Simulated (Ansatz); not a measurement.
AlN built on the wurtzite prototype (r2SCAN geometry), in Ansatz:

```cif
data_structure
_symmetry_space_group_name_H-M 'P 1'
_symmetry_Int_Tables_number 1
_cell_length_a 3.1067
_cell_length_b 3.1067
_cell_length_c 4.9786
_cell_angle_alpha 90.000
_cell_angle_beta 90.000
_cell_angle_gamma 120.000
_cell_volume 41.61
loop_
_atom_site_label
_atom_site_type_symbol
_atom_site_fract_x
_atom_site_fract_y
_atom_site_fract_z
_atom_site_occupancy
Al1 Al 0.33333 0.66667 0.99670 1
Al2 Al 0.66667 0.33333 0.49670 1
N1 N 0.33333 0.66667 0.37830 1
N2 N 0.66667 0.33333 0.87830 1
```

G0W0@PBE with 228 empty bands, a screening cutoff of 180 eV and a 6×6×4 mesh (PAW, contour deformation) gives 5.926 eV over the mesh points, from a PBE gap of 4.232 eV; it sums over 236 bands with 233 plane waves in the screening and a wave cutoff of 420 eV. G0W0 values are finite-basis, finite-mesh values. (Simulation; spin polarisation is off.)

(1) Another run gave a Kohn-Sham gap of 4.232 eV and a G0W0 gap of 5.961 eV, summing over 450 bands with 391 plane waves in the screening and a wave cutoff of 420 eV. What was changed?

(2) Estimate the gap with frequency model Godby-Needs pole.

(3) Estimate the gap with starting point r2SCAN, with them a wave cutoff of 500 eV.

(4) Estimate the gap with starting point PBE0.

Results:

(1) Empty bands 442, screening cutoff 260 eV. The counts of bands and plane waves show that both rose or fell; the cutoff follows only within a few eV.

(2) 5.855 eV (-0.071 eV), from a Kohn-Sham gap of 4.232 eV.

(3) 6.279 eV (+0.353 eV), from a Kohn-Sham gap of 4.880 eV.

(4) 6.777 eV (+0.851 eV), from a Kohn-Sham gap of 6.326 eV.
